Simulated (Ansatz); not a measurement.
Space group P6_3/mmc (No. 194). a = 3.912 Å, b = 3.912 Å, c = 4.991 Å, α = 90.00°, β = 90.00°, γ = 120.00°
| atom | site | symmetry | x | y | z |
| --- | --- | --- | --- | --- | --- |
| Si | 2d | -6m2 | 0.3333 | 0.6667 | 0.7500 |
| Ni | 2a | -3m. | 0.0000 | 0.0000 | 0.0000 |
| Ni | 2c | -6m2 | 0.3333 | 0.6667 | 0.2500 |

Equation of state of this SiNi₂ structure (not necessarily the ground state), with shape and atoms relaxed at each volume where symmetry leaves them free. It has no gap at any of these volumes. These are results of DFT PBE, scalar-relativistic, plane waves, PAW (Ansatz), not measurements.

Settings: cutoff 420 eV, Γ-centred mesh 12×12×8 on the computed 6-atom cell, Gaussian smearing of 0.10 eV; no spin polarisation.

```
V (Å³/atom)  E − E(largest V) (meV/atom)  P (GPa)
      9.702                        69.16    34.76
     10.033                         9.19    23.71
     10.364                       -29.84    14.41
     10.694                       -51.23     6.59
     11.025                       -57.77     0.00
     11.356                       -51.81    -5.54
     11.687                       -35.36   -10.19
     12.128                         0.00   -15.23
```

**Question.** Fit a third-order Birch–Murnaghan equation, E = E0 + (9V0B0/16)·[(x − 1)³B0' + (x − 1)²(6 − 4x)] with x = (V0/V)^(2/3), to E(V).

**Answer.** V0 = 11.02 Å³/atom, B0 = 201 GPa, B0' = 4.7.

Spin polarisation was left out, and a magnetic state may lie lower.

It was relaxed from a cell as deposited in COD.
